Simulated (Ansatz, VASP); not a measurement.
**AgCl (Chlorargyrite) in VASP and in Ansatz**

Contents of INCAR:

```
SYSTEM = AgCl
PREC     = Accurate       ! precision mode
ENCUT    = 520            ! plane-wave cutoff, eV
EDIFF    = 1E-7           ! SCF threshold, eV
ISMEAR   = -1             ! smearing method
SIGMA    = 0.05           ! smearing width, eV
LREAL    = .FALSE.        ! projectors in reciprocal space
LASPH    = .TRUE.         ! aspherical terms in the spheres
NELM     = 60             ! most SCF steps
ALGO     = Normal         ! electronic algorithm
ISIF     = 2              ! what is computed and relaxed
LWAVE    = .FALSE.        ! write WAVECAR
LCHARG   = .FALSE.        ! write CHGCAR
GGA      = PS             ! functional
NBANDS   = 16             ! bands
```

KPOINTS

```
Automatic mesh
0
G
  8 8 8
  0 0 0
```

The input POSCAR:

```
AgCl
1.0
    0.0000000000      2.7166437422      2.7166437422
    2.7166437422      0.0000000000      2.7166437422
    2.7166437422      2.7166437422      0.0000000000
Ag Cl
1 1
Direct
    0.0000000000      0.0000000000      0.0000000000
    0.5000000000      0.5000000000      0.5000000000
```

Contents of input.yaml:

```yaml
crystal:
  lattice:
    - [0.0, 2.7166437422, 2.7166437422]
    - [2.7166437422, 0.0, 2.7166437422]
    - [2.7166437422, 2.7166437422, 0.0]
  atoms:
    - { symbol: Ag, position: [0.0, 0.0, 0.0] }
    - { symbol: Cl, position: [0.5, 0.5, 0.5] }
hamiltonian:
  xc: pbesol
  pseudopotentials: { kind: paw }
kpoints:
  mp_grid: { grid: [8, 8, 8] }
scf:
  occupations: { method: fermi_dirac, width: 0.05 }
output:
  forces: true
  stress: true
  eigenvalues: true
  write_density: true
  write_potential: true
  elf: true
  volumetric_format: npy
```

Change from the starting cell: volume scaled by 0.98.

Alike in both runs: task single point; functional PBEsol; k mesh 8 × 8 × 8; occupations fermi-dirac, width 0.05 eV; no spin polarisation.

|  | VASP | Ansatz |
| --- | --- | --- |
| version | VASP 6.6.1 | Ansatz 0.2.0 |
| potentials or method | VASP PAW PBE potentials, release 64 (Ag, Cl) | Ansatz PAW |
| plane-wave cutoff (eV) | 520 | 420 |
| valence electrons in the cell | 18 | 26 |

Ansatz gave:

| Quantity | Value |
| --- | --- |
| gap on the k mesh at the Fermi level (eV) | 0.72 |
| least direct gap on the mesh (eV) | 3.26 |
| pressure (GPa) | 0.5 |

Q: Estimate VASP's values.

A: gap on the k mesh at the Fermi level (eV): 0.72; least direct gap on the mesh (eV): 3.25; pressure (GPa): 0.4.

The two sets of potentials don't hold the same shells in valence.

Caveats: the PAW data sets were made with another functional, which shifts forces and pressure a little (VASP); the PAW data sets come from PBE, with cores solved anew for the run's functional, which leaves a small shift of forces and pressure (Ansatz). A k mesh can miss the band edges.
